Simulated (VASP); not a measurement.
# Lu (P6_3/mmc) in VASP: a series of runs

One crystal, Lu, is run at these levels: PBE; tasks: single point.

Program: VASP 6.6.1. These are calculated values, not measurements. Logs are shortened: lines on timing, memory, paths and dates and some standing lists are left out, and cuts for length are marked.

## 1. Starting point

Symmetry: P6_3/mmc, No. 194, hexagonal system. Conventional cell: a = 3.503 Å, b = 3.503 Å, c = 5.551 Å, α = 90.00°, β = 90.00°, γ = 120.00°. Lu (site symmetry -6m2) is surrounded by 12 Lu at 3.43 to 3.50 Å.

## 2. Single point, PBE

File INCAR:

```
SYSTEM = Lu
  PREC = Accurate
  ENCUT = 300
  EDIFF = 1E-6
  ISMEAR = 0
  SIGMA = 0.1
  LREAL = .False.
  LASPH = .True.
  NELM = 100
  ALGO = Normal
  ISIF = 2
  LWAVE = .False.
  LCHARG = .False.
  GGA = PE
  ADDGRID = .False.
```

File KPOINTS:

```
regular mesh
0
Gamma
  8 8 5
  0 0 0
```

File POSCAR:

```
Lu
1.0
    3.5031000000      0.0000000000      0.0000000000
   -1.7515500000      3.0337735920      0.0000000000
    0.0000000000      0.0000000000      5.5509000000
Lu
2
Direct
    0.6483880000      0.2977880000      0.7516770000
    0.3414390000      0.6668870000      0.2457360000
```

Potentials or basis: VASP PAW PBE potentials, release 64 (Lu_3), 4f in core.

Started as:

```
$ cat potpaw_PBE.64/Lu_3/POTCAR > POTCAR
$ mpirun -np 1 vasp_std > vasp.out
```

OUTCAR:

```text
SYSTEM = Lu
   PREC = Accurate
   ENCUT = 300
   EDIFF = 1E-6
   ISMEAR = 0
   LREAL = .False.
   LASPH = .True.
   NELM = 100
   ISIF = 2
   GGA = PE

 Found    162 irreducible k-points:

 Following reciprocal coordinates:
            Coordinates               Weight
  0.000000  0.000000  0.000000      1.000000
  0.125000  0.000000  0.000000      2.000000
  0.000000  0.125000  0.000000      2.000000
 -0.125000  0.125000  0.000000      2.000000
  0.250000  0.000000  0.000000      2.000000
  0.000000  0.250000  0.000000      2.000000
   k-points           NKPTS =    162   k-points in BZ     NKDIM =    162   number of bands    NBANDS=     13
   number of dos      NEDOS =    301   number of ions     NIONS =      2
   total plane-waves  NPLWV =  12800
   dimension x,y,z NGX =    20 NGY =   20 NGZ =   32
   dimension x,y,z NGXF=    40 NGYF=   40 NGZF=   64
   ions per type =               2
   NGX,Y,Z   is equivalent  to a cutoff of   9.49,  9.49,  9.58 a.u.
   NGXF,Y,Z  is equivalent  to a cutoff of  18.98, 18.98, 19.17 a.u.
 SYSTEM =  Lu
   PREC   = accura    normal or accurate (medium, high low for compatibility)
   ISTART =      0    job   : 0-new  1-cont  2-samecut
   ICHARG =      2    charge: 1-file 2-atom 10-const
   ISPIN  =      1    spin polarized calculation?
   LNONCOLLINEAR =      F non collinear calculations
   LSORBIT =      F    spin-orbit coupling
   LASPH  =      T    aspherical Exc in radial PAW
   ENCUT  =  300.0 eV  22.05 Ry    4.70 a.u.   4.95  4.95  7.84*2*pi/ulx,y,z
   NELM   =    100;   NELMIN=  2; NELMDL= -5     # of ELM steps
   EDIFF  = 0.1E-05   stopping-criterion for ELM
   LREAL  =      F    real-space projection
   EDIFFG = 0.1E-04   stopping-criterion for IOM
   NSW    =      0    number of steps for IOM
   IBRION =     -1    ionic relax: 0-MD 1-quasi-New 2-CG
   NFREE  =      0    steps in history (QN), initial steepest desc. (CG)
   ISIF   =      2    stress and relaxation
   ISYM   =      2    0-nonsym 1-usesym 2-fastsym
   POTIM  = 0.5000    time-step for ionic-motion
   TEBEG  =    0.0;   TEEND  =   0.0 temperature during run
   PSTRESS=    0.0 pullay stress
   NELECT =      18.0000    total number of electrons
   NUPDOWN=      -1.0000    fix difference up-down
   EMIN   =  10.00;   EMAX   =-10.00  energy-range for DOS
   EFERMI =   0.00;   METHOD = LEGACY
   ISMEAR =     0;   SIGMA  =   0.10  broadening in eV -4-tet -1-fermi 0-gaus
   EFERMI_NEDOS =   21; number of points for ismear=-14 and -15
   IALGO  =     38    algorithm
   IMIX   =      4    mixing-type and parameters
     AMIX     =   0.40;   BMIX     =  1.00
     AMIX_MAG =   1.60;   BMIX_MAG =  1.00
  volume/ion in A,a.u.               =      29.50       199.05
  Fermi-wavevector in a.u.,A,eV,Ry     =   1.102130  2.082723 16.526853  1.214689
  Thomas-Fermi vector in A             =   2.238568
   LORBIT       =      0    0 simple, 1 ext, 2 COOP (PROOUT), +10 PAW based schemes
   GGA     = PE    functional components
   LHFCALC =     F    Hartree Fock is set to
   AEXX    =    0.0000 exact exchange contribution
   IVDW    =     0    specifies the selected vdW correction
   LEPSILON=     F    determine dielectric tensor
   LRPA    =     F    only Hartree local field effects (RPA)
 non-spin polarized calculation
 Gauss-broadening in eV      SIGMA  =   0.10
  energy-cutoff  :      300.00
  volume of cell :       58.99
 maximum number of plane-waves:       709
   NGX =  9   NGY =  9   NGZ = 15

 number of electron      18.0000007 magnetization

 Free energy of the ion-electron system (eV)
  ---------------------------------------------------
  ext. energy  EPLUGINS =         0.00000000
  ---------------------------------------------------
  free energy    TOTEN  =        -8.89339207 eV

  energy without entropy =       -8.87230963  energy(sigma->0) =       -8.88285085

 E-fermi :   2.7695     XC(G=0):  -9.9087

 val. band max:        2.7632549090   @ k =  -0.3750  -0.2500   0.4000
 cond. band min:       2.7790314525   @ k =   0.1250   0.2500   0.0000
 fundamental gap:      0.0157765435
 Fermi energy:         2.7695311676

 k-point     1 :       0.0000    0.0000    0.0000
  band No.  band energies     occupation
      1     -24.2759      2.00000
      2     -23.8759      2.00000
      3     -23.8562      2.00000
      4     -23.7975      2.00000
      5     -23.7834      2.00000
      6     -23.7597      2.00000
      7      -3.2475      2.00000
      8       0.3394      2.00000
      9       3.3277      0.00000
     10       4.9399      0.00000
     11       5.0444      0.00000
     12       5.2026      0.00000
     13       5.6540      0.00000

 k-point     2 :       0.1250    0.0000    0.0000
  band No.  band energies     occupation
      1     -24.2537      2.00000
      2     -23.9101      2.00000
      3     -23.8869      2.00000
      4     -23.8453      2.00000
      5     -23.7930      2.00000
      6     -23.7691      2.00000
      7      -2.8804      2.00000
      8       0.7080      2.00000
      9       3.0684      0.00002
     10       4.2578      0.00000
     11       5.1616      0.00000
     12       5.3087      0.00000
     13       5.8277      0.00000

 k-point     3 :       0.0000    0.1250    0.0000
  band No.  band energies     occupation
      1     -24.2506      2.00000
      2     -23.9231      2.00000
      3     -23.8742      2.00000
      4     -23.8358      2.00000
      5     -23.8028      2.00000
      6     -23.7723      2.00000
      7      -2.8775      2.00000
      8       0.7202      2.00000
      9       3.1057      0.00000
     10       4.1969      0.00000
     11       5.1911      0.00000
     12       5.4177      0.00000
     13       5.8487      0.00000

 k-point     4 :      -0.1250    0.1250    0.0000
  band No.  band energies     occupation
      1     -24.2527      2.00000
      2     -23.9154      2.00000
      3     -23.8813      2.00000
      4     -23.8437      2.00000
      5     -23.7950      2.00000
      6     -23.7700      2.00000
      7      -2.8795      2.00000
      8       0.7118      2.00000
      9       3.0787      0.00001
     10       4.2421      0.00000
     11       5.1818      0.00000
     12       5.3510      0.00000
     13       5.7392      0.00000

 k-point     5 :       0.2500    0.0000    0.0000
  band No.  band energies     occupation
      1     -24.1950      2.00000
      2     -24.0294      2.00000
      3     -23.9594      2.00000
      4     -23.9239      2.00000
      5     -23.8133      2.00000
      6     -23.7969      2.00000
      7      -1.8726      2.00000
      8       1.5435      2.00000
      9       2.5146      1.99969
     10       3.3241      0.00000
     11       4.4773      0.00000
     12       5.1603      0.00000
     13       5.3199      0.00000

 k-point     6 :       0.0000    0.2500    0.0000
  band No.  band energies     occupation
      1     -24.1818      2.00000
      2     -24.0373      2.00000
      3     -23.9573      2.00000
      4     -23.9137      2.00000
      5     -23.8192      2.00000
      6     -23.8107      2.00000
      7      -1.8566      2.00000
      8       1.6120      2.00000
      9       2.6395      1.93398
     10       3.2550      0.00000
     11       4.4373      0.00000
     12       4.8340      0.00000
     13       5.4104      0.00000

 [... further k-points ...]

------------------------ aborting loop because EDIFF is reached ----------------------------------------

  FORCE on cell =-STRESS in cart. coord.  units (eV):
  Direction    XX          YY          ZZ          XY          YZ          ZX
  --------------------------------------------------------------------------------------
  -------------------------------------------------------------------------------------
  Total       -0.0530306      0.2195826     -0.1433068     -0.0354941     -0.0224774     -0.0046909
  in kB       -1.4402498      5.9636121     -3.8920491     -0.9639796     -0.6104593     -0.1274003
  external PRESSURE =       0.2104377 kB  Pullay stress =       0.0000000 kB

 VOLUME and BASIS-vectors are now :
 -----------------------------------------------------------------------------
  energy-cutoff  :      300.00
  volume of cell :       58.99
      direct lattice vectors                 reciprocal lattice vectors
     3.503100000  0.000000000  0.000000000     0.285461448  0.164811244  0.000000000
    -1.751550000  3.033773592  0.000000000     0.000000000  0.329622488  0.000000000
     0.000000000  0.000000000  5.550900000     0.000000000  0.000000000  0.180150967

 POSITION                                       TOTAL-FORCE (eV/Angst)
 -----------------------------------------------------------------------------------
      1.74978      0.90342      4.17248         0.033140      0.151250     -0.137458
      0.02801      2.02318      1.36406        -0.033140     -0.151250      0.137458
 -----------------------------------------------------------------------------------
    total drift:                                0.000009      0.000018      0.000003

  FREE ENERGIE OF THE ION-ELECTRON SYSTEM (eV)
  ---------------------------------------------------
  free  energy   TOTEN  =        -8.8933920749 eV

  energy  without entropy=       -8.8723096295  energy(sigma->0) =       -8.88285085
```

Wall time 20 s (1 thread of Intel Xeon 6975P-C (Granite Rapids), shared host); peak memory 0.17 GiB.

These settings aren't checked as converged: the numbers below hold their error.

What came out:

```
Free energy            : -8.8934 eV
Pressure               : 0.0 GPa
Largest force          : 0.207 eV/Å
Band gap on the k mesh : none (metal or under the smearing width)
```

## 3. Single point, PBE

Changes to INCAR since step 2:

```diff
@@ -2,3 +2,3 @@
   PREC = Accurate
-  ENCUT = 300
+  ENCUT = 400
   EDIFF = 1E-6
```

KPOINTS is that of step 2.

File POSCAR:

```
Lu
1.0
    3.5031000000      0.0000000000      0.0000000000
   -1.7515500000      3.0337735920      0.0000000000
    0.0000000000      0.0000000000      5.5509000000
Lu
2
Direct
    0.6666666667      0.3333333333      0.7500000000
    0.3333333333      0.6666666667      0.2500000000
```

Potentials or basis: VASP PAW PBE potentials, release 64 (Lu_3), 4f in core.

Started as:

```
$ cat potpaw_PBE.64/Lu_3/POTCAR > POTCAR
$ mpirun -np 1 vasp_std > vasp.out
```

It took 6.2 s on 1 thread of Intel Xeon 6975P-C (Granite Rapids), shared host; peak memory 0.15 GiB.

The run converged, but some of its settings lie outside the range that counts as converged, so its numbers aren't taken as properties of the crystal.

Results:

```
Free energy            : -8.9051 eV
Pressure               : 0.0 GPa
Band gap on the k mesh : none (metal or under the smearing width)
```
